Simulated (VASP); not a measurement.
# Rb (Im-3m) in VASP: further runs

The runs below take Rb through relaxation of cell and atoms, with PBE+D3(BJ), PBE.

Program: VASP 6.6.1. These are calculated values, not measurements. Logs are shortened: lines on timing, memory, paths and dates and some standing lists are left out, and cuts for length are marked.

### Step 1. Starting point

Symmetry: Im-3m, No. 229, cubic system. Conventional cell: a = 5.556 Å, b = 5.556 Å, c = 5.556 Å, α = 90.00°, β = 90.00°, γ = 90.00°.

### Step 2. Relaxation of cell and atoms, PBE+D3(BJ)

The input, INCAR:

```
ALGO     = Normal         # electronic algorithm
EDIFF    = 1E-7           # SCF threshold, eV
EDIFFG   = -0.005         # ionic threshold
ENCUT    = 600            # plane-wave cutoff, eV
GGA      = PE             # functional
IBRION   = 2              # ionic algorithm
ISIF     = 3              # what is computed and relaxed
ISMEAR   = 1              # smearing method
IVDW     = 12             # dispersion correction
LASPH    = T              # aspherical terms in the spheres
LCHARG   = F              # write CHGCAR
LREAL    = F              # projectors in reciprocal space
LWAVE    = F              # write WAVECAR
NELM     = 80             # most SCF steps
NSW      = 90             # ionic steps
PREC     = Accurate       # precision mode
SIGMA    = 0.1            # smearing width, eV
```

The input, KPOINTS:

```
k-points
0
Gamma
  12 12 12
```

The input, POSCAR:

```
Rb                                      
1.0
   -2.7780585268      2.7780585268      2.7780585268
    2.7780585268     -2.7780585268      2.7780585268
    2.7780585268      2.7780585268     -2.7780585268
  Rb            
     1
Direct
     0.0000000000000000    0.0000000000000000    0.0000000000000000
```

Potentials or basis: VASP PAW PBE potentials, release 64 (Rb_sv).

Started as:

```
> cat potpaw_PBE.64/Rb_sv/POTCAR > POTCAR
> mpirun -np 1 vasp_std > vasp.out
```

OUTCAR:

```text
EDIFF = 1E-7
   EDIFFG = -0.005
   ENCUT = 600
   GGA = PE
   IBRION = 2
   ISIF = 3
   ISMEAR = 1
   IVDW = 12
   LASPH = T
   LREAL = F
   NELM = 80
   NSW = 90
   PREC = Accurate
 IVDW          = 12

 ion  position               nearest neighbor table
   1  0.000  0.000  0.000-

  LATTYP: Found a body centered cubic cell.
 ALAT       =     5.5561170536

  Lattice vectors:

 A1 = (  -2.7780585268,   2.7780585268,   2.7780585268)
 A2 = (   2.7780585268,  -2.7780585268,   2.7780585268)
 A3 = (   2.7780585268,   2.7780585268,  -2.7780585268)

Analysis of symmetry for initial positions (statically):
=====================================================================
 Subroutine PRICEL returns:
 Original cell was already a primitive cell.

 Routine SETGRP: Setting up the symmetry group for a
 body centered cubic supercell.

 Subroutine GETGRP returns: Found 48 space group operations
 (whereof 48 operations were pure point group operations)
 out of a pool of 48 trial point group operations.

The static configuration has the point symmetry O_h .

Analysis of symmetry for dynamics (positions and initial velocities):
=====================================================================
 Subroutine PRICEL returns:
 Original cell was already a primitive cell.

 Routine SETGRP: Setting up the symmetry group for a
 body centered cubic supercell.

 Subroutine GETGRP returns: Found 48 space group operations
 (whereof 48 operations were pure point group operations)
 out of a pool of 48 trial point group operations.

The dynamic configuration has the point symmetry O_h .

 Subroutine INISYM returns: Found 48 space group operations
 (whereof 48 operations are pure point group operations),
 and found     1 'primitive' translations

----------------------------------------------------------------------------------------

                                     Primitive cell

  volume of cell :      85.7599

  direct lattice vectors                    reciprocal lattice vectors
    -2.778058527  2.778058527  2.778058527     0.000000000  0.179981809  0.179981809
     2.778058527 -2.778058527  2.778058527     0.179981809  0.000000000  0.179981809
     2.778058527  2.778058527 -2.778058527     0.179981809  0.179981809  0.000000000

  length of vectors
     4.811738515  4.811738515  4.811738515     0.254532716  0.254532716  0.254532716

  position of ions in fractional coordinates (direct lattice)
     0.000000000  0.000000000  0.000000000

[... 81 lines left out ...]
   ISIF   =      3    stress and relaxation
   ISYM   =      2    0-nonsym 1-usesym 2-fastsym
   POTIM  = 0.5000    time-step for ionic-motion
   TEBEG  =    0.0;   TEEND  =   0.0 temperature during run
   PSTRESS=    0.0 pullay stress
   NELECT =       9.0000    total number of electrons
   NUPDOWN=      -1.0000    fix difference up-down
   EMIN   =  10.00;   EMAX   =-10.00  energy-range for DOS
   EFERMI =   0.00;   METHOD = LEGACY
   ISMEAR =     1;   SIGMA  =   0.10  broadening in eV -4-tet -1-fermi 0-gaus
   EFERMI_NEDOS =   21; number of points for ismear=-14 and -15
   IALGO  =     38    algorithm
   IMIX   =      4    mixing-type and parameters
     AMIX     =   0.40;   BMIX     =  1.00
     AMIX_MAG =   1.60;   BMIX_MAG =  1.00
  volume/ion in A,a.u.               =      85.76       578.74
  Fermi-wavevector in a.u.,A,eV,Ry     =   0.772196  1.459239  8.112975  0.596287
  Thomas-Fermi vector in A             =   1.873776
   LORBIT       =      0    0 simple, 1 ext, 2 COOP (PROOUT), +10 PAW based schemes
   GGA     = PE    functional components
   LHFCALC =     F    Hartree Fock is set to
   AEXX    =    0.0000 exact exchange contribution
   IVDW    =    12    specifies the selected vdW correction
   LEPSILON=     F    determine dielectric tensor
   LRPA    =     F    only Hartree local field effects (RPA)
 conjugate gradient relaxation of ions
 non-spin polarized calculation
 Methfessel and Paxton  Order N= 1 SIGMA  =   0.10
  energy-cutoff  :      600.00
  volume of cell :       85.76
 maximum number of plane-waves:      2916
   NGX = 19   NGY = 19   NGZ = 19

 number of electron       9.0000000 magnetization

 Free energy of the ion-electron system (eV)
  ---------------------------------------------------
  ext. energy  EPLUGINS =         0.00000000
  ---------------------------------------------------
  free energy    TOTEN  =        -0.93160853 eV

  energy without entropy =       -0.93089432  energy(sigma->0) =       -0.93137046

 E-fermi :   0.1407     XC(G=0):  -5.6114

 val. band max:        0.1333221959   @ k =   0.2500   0.2500   0.0000
 cond. band min:       0.1767458129   @ k =   0.3333   0.1667   0.0000
 fundamental gap:      0.0434236169
 Fermi energy:         0.1406508345

 k-point     1 :       0.0000    0.0000    0.0000
  band No.  band energies     occupation
      1     -28.7247      2.00000
      2     -12.7604      2.00000
      3     -12.7604      2.00000
      4     -12.7604      2.00000
      5      -1.9028      2.00000
      6       3.8827      0.00000
      7       3.8827      0.00000
      8       3.8827      0.00000
[... 243 lines left out ...]
 k-point    24 :       0.4167    0.0833    0.0833
  band No.  band energies     occupation
      1     -28.7190      2.00000
      2     -12.8695      2.00000
      3     -12.8039      2.00000
      4     -12.7681      2.00000
      5       0.5582     -0.00000
      6       1.0209     -0.00000
      7       2.4397      0.00000
      8       4.3452      0.00000

 [... further k-points ...]

------------------------ aborting loop because EDIFF is reached ----------------------------------------

 Edisp (eV)   -0.10782

 E8    (eV) :    -0.0618

  FORCE on cell =-STRESS in cart. coord.  units (eV):
  Direction    XX          YY          ZZ          XY          YZ          ZX
  --------------------------------------------------------------------------------------
  -------------------------------------------------------------------------------------
  Total      -0.00190    -0.00190    -0.00190     0.00000     0.00000    -0.00000
  in kB      -0.03544    -0.03544    -0.03544     0.00000     0.00000    -0.00000
  external pressure =       -0.04 kB  Pullay stress =        0.00 kB

 VOLUME and BASIS-vectors are now :
 -----------------------------------------------------------------------------
  energy-cutoff  :      600.00
  volume of cell :       85.76
      direct lattice vectors                 reciprocal lattice vectors
    -2.778058527  2.778058527  2.778058527     0.000000000  0.179981809  0.179981809
     2.778058527 -2.778058527  2.778058527     0.179981809  0.000000000  0.179981809
     2.778058527  2.778058527 -2.778058527     0.179981809  0.179981809  0.000000000

 POSITION                                       TOTAL-FORCE (eV/Angst)
 -----------------------------------------------------------------------------------
      0.00000      0.00000      0.00000         0.000000      0.000000     -0.000000
 -----------------------------------------------------------------------------------
    total drift:                                0.000000      0.000000     -0.000000

  FREE ENERGIE OF THE ION-ELECTRON SYSTEM (eV)
  ---------------------------------------------------
  free  energy   TOTEN  =        -1.0394287036 eV

  energy  without entropy=       -1.0387144985  energy(sigma->0) =       -1.03919064

 reached required accuracy - stopping structural energy minimisation
```

OSZICAR:

```text
N       E                     dE             d eps       ncg     rms          rms(c)
DAV:   1     0.473770555645E+02    0.47377E+02   -0.36427E+03  1152   0.926E+02
DAV:   2     0.178678197066E+01   -0.45590E+02   -0.44853E+02  1296   0.143E+02
DAV:   3    -0.835166348191E+00   -0.26219E+01   -0.26190E+01  1480   0.397E+01
DAV:   4    -0.930005698500E+00   -0.94839E-01   -0.94644E-01  1928   0.584E+00
DAV:   5    -0.930435466684E+00   -0.42977E-03   -0.42976E-03  1760   0.390E-01    0.134E+00
DAV:   6    -0.930703346977E+00   -0.26788E-03   -0.19405E-03  1896   0.297E-01    0.814E-01
DAV:   7    -0.931496193834E+00   -0.79285E-03   -0.36279E-03  1544   0.416E-01    0.488E-02
DAV:   8    -0.931599602524E+00   -0.10341E-03   -0.13470E-04  1576   0.115E-01    0.153E-02
DAV:   9    -0.931608903230E+00   -0.93007E-05   -0.82685E-06  1888   0.257E-02    0.452E-03
DAV:  10    -0.931608500378E+00    0.40285E-06   -0.33026E-06  1824   0.120E-02    0.699E-04
DAV:  11    -0.931608529112E+00   -0.28734E-07   -0.58904E-08  1456   0.206E-03
   1 F= -.10394287E+01 E0= -.10391906E+01  d E =-.103943E+01
```

Wall time 37 s (1 thread of Intel Xeon Platinum 8259CL at 2.50GHz (Skylake/Cascade Lake), shared host); peak memory 0.27 GiB.

Results:

- Free energy: -1.0394 eV
- Pressure after relaxing: 0.0 GPa
- Band gap on the k mesh: none (metal or under the smearing width)
- Dispersion energy per atom: -0.108 eV

Final structure:
```
Rb
1.0
    -2.77806    2.77806    2.77806
     2.77806   -2.77806    2.77806
     2.77806    2.77806   -2.77806
Rb
1
Direct
  0.00000 0.00000 0.00000
```

Caveat: the relaxation stopped at its first step, so nothing moved; pairwise dispersion overbinds metals, which lowers pressure and volume.

### Step 3. Relaxation of cell and atoms, PBE

This run uses another cell than the first one, of 88.04 Å³/atom, 1.027 times its volume.

The input, INCAR:

```
PREC = Accurate
ENCUT = 600
EDIFF = 1E-6
ISMEAR = 1
SIGMA = 0.1
LREAL = False
LASPH = True
NELM = 80
ALGO = Normal
ISIF = 3
LWAVE = False
LCHARG = False
GGA = PE
IBRION = 2
NSW = 90
EDIFFG = -0.01
```

The input, KPOINTS:

```
Automatic mesh
0
Gamma
  12 12 12
```

The input, POSCAR:

```
Rb
1.0
   -2.8025000000      2.8025000000      2.8025000000
    2.8025000000     -2.8025000000      2.8025000000
    2.8025000000      2.8025000000     -2.8025000000
Rb
1
Direct
    0.0000000000      0.0000000000      0.0000000000
```

Potentials or basis: VASP PAW PBE potentials, release 64 (Rb_sv).

Started as:

```
> cat potpaw_PBE.64/Rb_sv/POTCAR > POTCAR
> mpirun -np 1 vasp_std > vasp.out
```

Run time: 70 s. Hardware: 1 thread of Intel Xeon Platinum 8559C (Emerald Rapids), shared host; peak memory 0.28 GiB.

Results (log left out):

- Free energy: -0.9347 eV
- Relaxed volume: 90.99 Å³/atom
- Relaxed cell: a = 4.908 Å, b = 4.908 Å, c = 4.908 Å, α = 109.47°, β = 109.47°, γ = 109.47°
- Space group after relaxing (to 0.05 Å): Im-3m (No. 229)
- Energy gained by relaxing: 1.0 meV/atom
- Ionic steps: 3
- Pressure after relaxing: 0.0 GPa
- Band gap on the k mesh: none (metal or under the smearing width)

The path:
| step | energy change (eV) | largest force (eV/Å) | pressure (GPa) | volume (Å³) |
| --- | --- | --- | --- | --- |
| 1 | 0.0000 | 0.0000 | 0.10 | 88.04 |
| 2 | -0.0004 | 0.0000 | 0.08 | 88.77 |
| 3 | -0.0010 | 0.0000 | 0.00 | 90.99 |

Final structure:
```
Rb
1.0
    -2.83344    2.83344    2.83344
     2.83344   -2.83344    2.83344
     2.83344    2.83344   -2.83344
Rb
1
Cartesian
  0.0000 0.0000 0.0000
```

Levels at points of the mesh, in eV from the Fermi level:
```tsv
k point	band 1	band 2	band 3	band 4	band 5	band 6	band 7	band 8
(0.00, 0.00, 0.00)	-28.89	-12.93	-12.93	-12.93	-1.96	3.69	3.69	3.69
(0.50, 0.00, 0.00)	-28.89	-13.03	-12.97	-12.93	0.25	0.79	2.60	4.26
(0.50, 0.50, 0.50)	-28.88	-13.00	-13.00	-13.00	1.27	1.27	3.26	3.26
```

PBE usually gives volumes a little too large and moduli too small. Zero-point motion and thermal expansion aren't in these numbers.

### Step 4. Relaxation of cell and atoms, PBE

This run uses another cell than the first one, of 90.99 Å³/atom, 1.061 times its volume.

INCAR: that of step 3 with these lines changed.

```diff
@@ -2,3 +2,3 @@
 ENCUT = 600
-EDIFF = 1E-6
+EDIFF = 1E-7
 ISMEAR = 1
@@ -15,2 +15,2 @@
 NSW = 90
-EDIFFG = -0.01
+EDIFFG = -0.005
```

KPOINTS is that of step 3.

The input, POSCAR:

```
Rb                                      
1.0
   -2.8334380158      2.8334380158      2.8334380158
    2.8334380158     -2.8334380158      2.8334380158
    2.8334380158      2.8334380158     -2.8334380158
  Rb            
     1
Direct
     0.0000000000000000    0.0000000000000000    0.0000000000000000
```

Started as:

```
> cat potpaw_PBE.64/Rb_sv/POTCAR > POTCAR
> mpirun -np 1 vasp_std > vasp.out
```

Run time: 39 s. Hardware: 1 thread of Intel Xeon Platinum 8559C (Emerald Rapids), shared host; peak memory 0.26 GiB.

The run converged. Its results:

```yaml
Free_energy: -0.9347 eV
Pressure_after_relaxing: 0.0 GPa
Band_gap_on_the_k_mesh: none (metal or under the smearing width)
```

Final structure:
```xyz
1
Lattice="-2.8334 2.8334 2.8334 2.8334 -2.8334 2.8334 2.8334 2.8334 -2.8334" Properties=species:S:1:pos:R:3 pbc="T T T"
Rb    0.0000    0.0000    0.0000
```

Levels at points of the mesh, in eV from the Fermi level:
```csv
k point,band 2,band 3,band 4,band 5,band 6,band 7
"(0.00, 0.00, 0.00)",-12.93,-12.93,-12.93,-1.96,3.69,3.69
"(0.50, 0.00, 0.00)",-13.03,-12.97,-12.93,0.25,0.79,2.60
"(0.50, 0.50, 0.50)",-13.00,-13.00,-13.00,1.27,1.27,3.26
```

Caveat: the relaxation stopped at its first step, so nothing moved.
